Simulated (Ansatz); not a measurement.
# HgTe: stress in a strained cell

Aim: deform HgTe (equal xx and yy strain of -1 %) and compute stress, forces and field gradients with LAPW, PAW and all-electron datasets made for the crystal.

Program: Ansatz 0.2.0. Level of theory: DFT PBEsol, scalar-relativistic. These are calculated values, not measurements.

## Step 1: The system as given

The structure is cubic, space group Fm-3m (No. 225). Conventional cell: a = 5.843 Å, b = 5.843 Å, c = 5.843 Å, α = 90.00°, β = 90.00°, γ = 90.00°. Around Hg (site symmetry m-3m) lie 6 Te at 2.92 Å. Te (site symmetry m-3m) is surrounded by 6 Hg at 2.92 Å.

Coordinates:

```cif
data_structure
_symmetry_space_group_name_H-M 'Fm-3m'
_symmetry_Int_Tables_number 225
_cell_length_a 5.8430
_cell_length_b 5.8430
_cell_length_c 5.8430
_cell_angle_alpha 90.000
_cell_angle_beta 90.000
_cell_angle_gamma 90.000
_cell_volume 199.48
loop_
_atom_site_label
_atom_site_type_symbol
_atom_site_symmetry_multiplicity
_atom_site_Wyckoff_symbol
_atom_site_fract_x
_atom_site_fract_y
_atom_site_fract_z
_atom_site_occupancy
Hg1 Hg 4 a 0.00000 0.00000 0.00000 1
Te1 Te 4 b 0.50000 0.00000 0.00000 1
```

The file gives the conventional cell by its symmetry; the runs use the cell typed in the input.

Atoms are numbered in the order of the input: Hg1, Te2.

## Step 2: The deformed structure

Space group Fm-3m before, I4/mmm after.

## Step 3: Full-potential LAPW

input.yaml reads:

```yaml
crystal:
  lattice:
    - [0.0, 2.892285, 2.9215]
    - [2.892285, 0.0, 2.9215]
    - [2.892285, 2.892285, 0.0]
  atoms:
    - { symbol: Hg, position: [0.0, 0.0, 0.0] }
    - { symbol: Te, position: [0.5, 0.5, 0.5] }
kpoints:
  mp_grid: { grid: [12, 12, 12] }
  band_path:
    path:
      - [0.0, 0.0, 0.0]
      - [0.0, 0.5, 0.5]
      - [0.25, 0.75, 0.5]
      - [0.0, 0.5, 0.0]
      - [0.0, 0.0, 0.0]
      - [0.5, 0.5, 0.0]
      - [0.3725125, 0.6274875, 0.0]
      - [-0.3725125, 0.3725125, 0.0]
      - [0.0, 0.0, 0.0]
    npoints: 5
scf:
  occupations: { method: fermi_dirac, width: 0.08 }
hamiltonian:
  xc: pbesol
  pseudopotentials: { kind: all_electron, lapw: { basis_error: 0.001 } }
output:
  forces: true
  stress: true
  eigenvalues: true
```

Started as:

```sh
$ ansatz run input.yaml --threads 1 --pin off --max-ram 3072MiB --backend cpu --events-out ev --progress --plain --runs-dir out
```

## Step 4: Frozen-core PAW

input.yaml reads:

```yaml
crystal:
  lattice:
    - [0.0, 2.892285, 2.9215]
    - [2.892285, 0.0, 2.9215]
    - [2.892285, 2.892285, 0.0]
  atoms:
    - { symbol: Hg, position: [0.0, 0.0, 0.0] }
    - { symbol: Te, position: [0.5, 0.5, 0.5] }
kpoints:
  mp_grid: { grid: [12, 12, 12] }
scf:
  occupations: { method: fermi_dirac, width: 0.08 }
hamiltonian:
  xc: pbesol
  pseudopotentials: { kind: paw }
output:
  forces: true
  stress: true
  eigenvalues: true
  efg: { contact_densities: true }
  write_density: true
  write_potential: true
  elf: true
  volumetric_format: npy
```

## Step 5: Datasets made for this crystal

input.yaml, as its differences from that of step 4:

```diff
@@ -14,3 +14,3 @@
   xc: pbesol
-  pseudopotentials: { kind: paw }
+  pseudopotentials: { kind: all_electron, datasets: crystal }
 output:
@@ -20,5 +20 @@
   efg: { contact_densities: true }
-  write_density: true
-  write_potential: true
-  elf: true
-  volumetric_format: npy
```

(Steps that only read results are left out.)

**Question.** What will these runs give? Wanted: pressure; largest shear or deviatoric stress.

As calculated:

| quantity | value |
| --- | --- |
| pressure | LAPW 7.97, PAW 7.96, crystal datasets 7.97 GPa |
| largest shear or deviatoric stress (LAPW) | 0.73 GPa |

The largest part of the stress beyond the pressure is 0.73 GPa in size, in the zz component; the atoms are carried along and not relaxed. No run of the undeformed cell stands beside it, so the pressure holds what the given cell had before the change. PAW: stress within 0.01 GPa of LAPW. Crystal datasets: stress within 0.01 GPa of LAPW. Spin-orbit coupling is left out, though the cell holds Hg; in elements this heavy it can shift bands and gaps by tenths of an eV.
